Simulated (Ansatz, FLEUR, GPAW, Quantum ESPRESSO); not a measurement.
## One calculation of Ag, 9 ways

```
Ag
1.0
     0.00000    2.04275    2.04275
     2.04275    0.00000    2.04275
     2.04275    2.04275    0.00000
Ag
1
Direct
  0.00000 0.00000 0.00000
```

Alike in all runs: task equation of state; functional PBE; k mesh 11 × 11 × 11; occupations fermi-dirac, width 0.05 eV; no spin polarisation; no spin-orbit coupling.

```tsv
program and potentials	plane-wave cutoff (eV)	notes	equilibrium volume (Å³/atom)	bulk modulus (GPa)
Ansatz, SPMS NC	599	-	17.81	91.1
Ansatz, Ansatz NC	960	-	17.80	89.6
Ansatz, PseudoDojo standard	1116	-	17.79	90.1
Quantum ESPRESSO, SG15 PBE 1.2	952	-	17.79	89.2
Quantum ESPRESSO, GBRV 1.5 PBE	612	-	17.83	90.5
FLEUR, all-electron, FLAPW	-	-	17.80	89.5
Quantum ESPRESSO, PseudoDojo 0.5 SR PBE stringent	1116	-	?	?
GPAW, GPAW PAW data sets (gpaw-data 1.2.1)	600	-	17.79	89.9
Quantum ESPRESSO, SSSP 1.3 efficiency PBE	816	-	17.77	89.4
```

**Question.** Estimate from the other rows what the run with Quantum ESPRESSO, PseudoDojo 0.5 SR PBE stringent gave.

**Answer.** Equilibrium volume 17.81 Å³/atom; bulk modulus 89.7 GPa. The other rows, which needn't bracket it: equilibrium volume 17.77 to 17.83; bulk modulus 89.2 to 91.1.
